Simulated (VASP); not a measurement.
# InP: convergence, deformation potentials

InP, F-43m (no. 216), 2 atoms in the cell. PBE, strained cells; PAW potentials In_d, P (PBE set). VASP 6.6.1.

Wanted: gap against ln V within 0.1 eV.

The series start from Relative volume step: 0.02; Cutoff (eV): 320; k-point spacing (1/Å): 0.3. Each series keeps the choices made before it, and each single choice may use up half of a tolerance. Times cover all steps of a run.

## Relative volume step

| Relative volume step | Gap against ln V (eV) | Time (s) |
|---|---|---|
| 0.06 | -5.46 | 30 |
| 0.02 | -5.46 | 29 |
| 0.01 (reference) | -5.45 | 31 |

## Cutoff (eV)

| Cutoff (eV) | Gap against ln V (eV) | Time (s) |
|---|---|---|
| 210 | -5.46 | 22 |
| 260 | -5.45 | 24 |
| 320 | -5.46 | 30 |
| 410 (reference) | -5.46 | 37 |

## k-point spacing (1/Å)

| k-point spacing (1/Å) | Gap against ln V (eV) | Time (s) |
|---|---|---|
| 0.9 | -5.52 | 20 |
| 0.5 | -5.48 | 21 |
| 0.3 | -5.46 | 22 |
| 0.2 (reference) | -5.45 | 32 |

## Question

The rows run from the loosest to the tightest. For each series: choose the loosest value from which every tighter one stays within half of the tolerance.

## Answer

- Relative volume step: 0.06
- Cutoff (eV): 210
- k-point spacing (1/Å): 0.5

## All choices together

| Input | Gap against ln V (eV) | Time (s) |
|---|---|---|
| quick settings (naive) | -5.61 | 16 |
| chosen settings | -5.48 | 21 |
| reference settings throughout | -5.46 | 52 |

The tolerance is met.

## The input

INCAR.step1:
```
PREC = Accurate
ENCUT = 390
EDIFF = 1E-7
ISMEAR = 0
SIGMA = 0.05
ALGO = Normal
LREAL = F
LASPH = T
NELM = 100
LWAVE = F
LCHARG = F
IBRION = 2
NSW = 30
ISIF = 3
EDIFFG = -0.005
KPAR = 4
```

INCAR.step2:
```
PREC = Accurate
ENCUT = 210
EDIFF = 1E-6
ISMEAR = 0
SIGMA = 0.05
ALGO = Normal
LREAL = F
LASPH = T
NELM = 100
LWAVE = F
LCHARG = F
KPAR = 4
```

INCAR.step7, as INCAR.step2 but for:
```
+ IBRION = 2
+ NSW = 15
+ EDIFFG = -0.005
```

KPOINTS.step1:
```
k-points
0
Gamma
  7 7 7
```

KPOINTS.step2:
```
Automatic mesh
0
Gamma
  4 4 4
  0 0 0
```

POSCAR.step1:
```
InP
1.0
    0.0000000000      2.9305000000      2.9305000000
    2.9305000000      0.0000000000      2.9305000000
    2.9305000000      2.9305000000      0.0000000000
In P
1 1
Direct
    0.0000000000      0.0000000000      0.0000000000
    0.2500000000      0.2500000000      0.2500000000
```

POSCAR.step2:
```
InP
1.0
    0.0000000000      2.9772340684      2.9772340684
    2.9772340684      0.0000000000      2.9772340684
    2.9772340684      2.9772340684      0.0000000000
In P
1 1
Direct
    0.0000000000      0.0000000000      0.0000000000
    0.2500000000      0.2500000000      0.2500000000
```

POSCAR.step3:
```
InP
1.0
    0.0000000000      3.0356260315      3.0356260315
    3.0356260315      0.0000000000      3.0356260315
    3.0356260315      3.0356260315      0.0000000000
In P
1 1
Direct
    0.0000000000      0.0000000000      0.0000000000
    0.2500000000      0.2500000000      0.2500000000
```

POSCAR.step4:
```
InP
1.0
    0.0000000000      2.9164571358      2.9164571358
    2.9164571358      0.0000000000      2.9164571358
    2.9164571358      2.9164571358      0.0000000000
In P
1 1
Direct
    0.0000000000      0.0000000000      0.0000000000
    0.2500000000      0.2500000000      0.2500000000
```

POSCAR.step5:
```
InP
1.0
    0.0000000000      2.9325755573      3.0665510904
    2.9325755573      0.0000000000      3.0665510904
    2.9325755573      2.9325755573      0.0000000000
In P
1 1
Direct
    0.0000000000      0.0000000000      0.0000000000
    0.2500000000      0.2500000000      0.2500000000
```

POSCAR.step6:
```
InP
1.0
    0.0000000000      3.0218925794      2.8879170463
    3.0218925794      0.0000000000      2.8879170463
    3.0218925794      3.0218925794      0.0000000000
In P
1 1
Direct
    0.0000000000      0.0000000000      0.0000000000
    0.2500000000      0.2500000000      0.2500000000
```

POSCAR.step7:
```
InP
1.0
    0.0893170221      3.0218925794      3.0218925794
    3.0218925794      0.0893170221      3.0218925794
    3.0218925794      3.0218925794      0.0893170221
In P
1 1
Direct
    0.0000000000      0.0000000000      0.0000000000
    0.2500000000      0.2500000000      0.2500000000
```

POSCAR.step8:
```
InP
1.0
   -0.0893170221      2.9325755573      2.9325755573
    2.9325755573     -0.0893170221      2.9325755573
    2.9325755573      2.9325755573     -0.0893170221
In P
1 1
Direct
    0.0000000000      0.0000000000      0.0000000000
    0.2500000000      0.2500000000      0.2500000000
```

Commands (each step's output is kept before the next begins):
```
cat potpaw_PBE.64/In_d/POTCAR potpaw_PBE.64/P/POTCAR > POTCAR
cp INCAR.step1 INCAR
cp KPOINTS.step1 KPOINTS
cp POSCAR.step1 POSCAR
mpirun -np 4 vasp_std > vasp.out
rm WAVECAR CHG
cp INCAR.step2 INCAR
cp KPOINTS.step2 KPOINTS
cp POSCAR.step2 POSCAR
mpirun -np 4 vasp_std > vasp.out
rm WAVECAR CHG
cp POSCAR.step3 POSCAR
mpirun -np 4 vasp_std > vasp.out
rm WAVECAR CHG
cp POSCAR.step4 POSCAR
mpirun -np 4 vasp_std > vasp.out
rm WAVECAR CHG
cp POSCAR.step5 POSCAR
mpirun -np 4 vasp_std > vasp.out
rm WAVECAR CHG
cp POSCAR.step6 POSCAR
mpirun -np 4 vasp_std > vasp.out
rm WAVECAR CHG
cp INCAR.step7 INCAR
cp POSCAR.step7 POSCAR
mpirun -np 4 vasp_std > vasp.out
rm WAVECAR CHG
cp POSCAR.step8 POSCAR
mpirun -np 4 vasp_std > vasp.out
```

Limits: b and d are read from the valence top without spin-orbit coupling.

The chosen input took VASP 6.6.1 21 s on 4 cores (Intel Xeon 6975P-C (Granite Rapids)), a shared host.
